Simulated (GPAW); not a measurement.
Consider wurtzite (ZnO)1-x(CdO)x, x = 0.875.

```xyz
16
Lattice="7.2175 0.0000 0.0000 0.0000 6.2505 0.0000 0.0000 0.0000 5.7784" Properties=species:S:1:pos:R:3 pbc="T T T"
Cd    7.2100    0.0530    5.7727
O     7.2113    2.0788    0.8780
Zn    7.2117    2.0817    2.8820
O     7.2146    0.1777    3.5368
Cd    1.7499    3.0978    5.7742
O     1.7771    5.1978    0.6704
Cd    1.7499    5.1957    2.9036
O     1.6540    3.0465    3.5273
Cd    3.6038    6.2442    0.0167
O     3.6024    2.1045    0.6732
Cd    3.6008    2.1009    2.9118
O     3.6055    6.2218    3.5548
Cd    5.4546    3.0930    5.7723
O     5.4279    5.1924    0.6734
Cd    5.4603    5.1993    2.9065
O     5.5498    3.0470    3.5267
```

Absorber: atom 2, with 1 Zn at 2.00 Å and 3 Cd at 2.21 Å (distorted tetrahedral). Method: GPAW, PBE, excited-electron core hole (neutral cell), 16-atom cell with 5.8 Å between holes, 4×4×4 k points, dipole transitions, Gaussian full width 0.9 eV up to 4 eV, rising linearly to 3.5 eV at 25 eV.

Q: Predict the near-edge structure at the O K edge.

Main maxima up to 24 eV above the zero (height): 4.7 eV (2.80), 7.1 eV (1.02), 9.4 eV (1.13) and 20.8 eV (1.26). A K edge sees empty p states on the absorber. The total-energy difference is 537.51 eV. One term is added: -8.91 eV, since the hole is spin-paired here and a spin-polarised one costs that much less in the free atom (computed apart). The photon energy is then 528.60 eV. The functional leaves an error of a few eV in such absolute values.

The O K spectrum (energy from the lowest empty level; intensity scaled to a mean of 1 over the first 20 eV):

| E (eV) | isotropic | ε ∥ x | ε ∥ y | ε ∥ z |
| --- | --- | --- | --- | --- |
| -2.0 | 0.00 | 0.00 | 0.00 | 0.00 |
| -1.5 | 0.00 | 0.00 | 0.00 | 0.00 |
| -1.0 | 0.00 | 0.00 | 0.00 | 0.00 |
| -0.5 | 0.04 | 0.05 | 0.04 | 0.04 |
| 0.0 | 0.25 | 0.25 | 0.24 | 0.25 |
| 0.5 | 0.53 | 0.48 | 0.52 | 0.58 |
| 1.0 | 0.74 | 0.79 | 0.66 | 0.76 |
| 1.5 | 0.94 | 0.99 | 0.97 | 0.84 |
| 2.0 | 1.17 | 1.30 | 1.24 | 0.96 |
| 2.5 | 1.28 | 1.47 | 1.30 | 1.06 |
| 3.0 | 1.37 | 1.34 | 1.55 | 1.22 |
| 3.5 | 1.69 | 1.66 | 1.96 | 1.45 |
| 4.0 | 2.13 | 2.11 | 2.11 | 2.18 |
| 4.5 | 2.75 | 2.58 | 2.29 | 3.38 |
| 5.0 | 2.54 | 2.35 | 2.18 | 3.10 |
| 5.5 | 1.63 | 1.49 | 1.54 | 1.86 |
| 6.0 | 0.98 | 0.79 | 0.99 | 1.15 |
| 6.5 | 0.91 | 0.66 | 0.88 | 1.18 |
| 7.0 | 1.01 | 0.73 | 0.87 | 1.44 |
| 7.5 | 0.98 | 0.82 | 0.81 | 1.31 |
| 8.0 | 0.94 | 0.94 | 0.81 | 1.06 |
| 8.5 | 0.99 | 1.08 | 0.93 | 0.97 |
| 9.0 | 1.09 | 1.20 | 1.10 | 0.96 |
| 9.5 | 1.13 | 1.22 | 1.21 | 0.94 |
| 10.0 | 1.04 | 1.09 | 1.14 | 0.89 |
| 10.5 | 0.85 | 0.84 | 0.88 | 0.82 |
| 11.0 | 0.66 | 0.61 | 0.60 | 0.76 |
| 11.5 | 0.53 | 0.47 | 0.43 | 0.71 |
| 12.0 | 0.46 | 0.38 | 0.34 | 0.65 |
| 12.5 | 0.40 | 0.31 | 0.29 | 0.59 |
| 13.0 | 0.36 | 0.26 | 0.27 | 0.56 |
| 13.5 | 0.36 | 0.25 | 0.28 | 0.55 |
| 14.0 | 0.38 | 0.28 | 0.33 | 0.54 |
| 14.5 | 0.43 | 0.35 | 0.41 | 0.54 |
| 15.0 | 0.52 | 0.46 | 0.51 | 0.59 |
| 15.5 | 0.63 | 0.58 | 0.62 | 0.68 |
| 16.0 | 0.73 | 0.70 | 0.73 | 0.78 |
| 16.5 | 0.82 | 0.80 | 0.82 | 0.84 |
| 17.0 | 0.89 | 0.90 | 0.90 | 0.87 |
| 17.5 | 0.95 | 1.00 | 0.98 | 0.86 |
| 18.0 | 1.00 | 1.10 | 1.06 | 0.85 |
| 18.5 | 1.07 | 1.20 | 1.14 | 0.86 |
| 19.0 | 1.13 | 1.29 | 1.22 | 0.89 |
| 19.5 | 1.19 | 1.34 | 1.27 | 0.95 |
| 20.0 | 1.23 | 1.35 | 1.30 | 1.05 |
| 20.5 | 1.26 | 1.33 | 1.30 | 1.15 |
| 21.0 | 1.26 | 1.28 | 1.27 | 1.23 |
| 21.5 | 1.24 | 1.22 | 1.24 | 1.27 |
| 22.0 | 1.20 | 1.15 | 1.19 | 1.25 |
| 22.5 | 1.13 | 1.08 | 1.12 | 1.17 |
| 23.0 | 1.03 | 1.01 | 1.04 | 1.05 |
| 23.5 | 0.93 | 0.93 | 0.95 | 0.91 |
| 24.0 | 0.83 | 0.84 | 0.85 | 0.79 |
| 24.5 | 0.74 | 0.76 | 0.76 | 0.70 |
| 25.0 | 0.67 | 0.69 | 0.69 | 0.64 |
| 25.5 | 0.63 | 0.64 | 0.64 | 0.61 |
| 26.0 | 0.61 | 0.61 | 0.61 | 0.62 |
| 26.5 | 0.62 | 0.61 | 0.61 | 0.64 |
| 27.0 | 0.65 | 0.63 | 0.63 | 0.68 |
| 27.5 | 0.69 | 0.66 | 0.67 | 0.73 |
| 28.0 | 0.74 | 0.71 | 0.72 | 0.78 |
| 28.5 | 0.79 | 0.76 | 0.77 | 0.83 |
| 29.0 | 0.84 | 0.80 | 0.83 | 0.88 |
| 29.5 | 0.88 | 0.85 | 0.87 | 0.92 |

The cell shows no gap over 0.35 eV; the host's own band filling, the defect's levels or the functional may be the cause. The holes are only 5.8 Å apart, so the shape is probably not converged with cell size; no larger cell was run here. The mesh is coarse (0.27 Å⁻¹ between points), so small maxima may be mesh ripples. Lifetime broadening is put in by hand, and intensities beyond about 20 eV depend on it and on the partial waves.

[Banner, clock and machine lines of the logs are left out without a mark of their own.]

[Logs are printed without paths, hosts, clocks, repeated set-up lines and the standing remarks that a program may print on its own settings, such as how far it seeks lower states.]

[Hosts, paths, dates, database ids (printed as entryN), source tags and the programs' standing remarks are cut or masked in the printed files.]

[Lists of maxima count a maximum above −3 eV only where it reaches 4 % of the highest in the window and stands out from its surroundings by 2 % of it (1.5 % where it reaches 55 %); shoulders and weaker maxima are passed over, and of the rest the first, up to two pre-edge ones and the few strongest are named.]
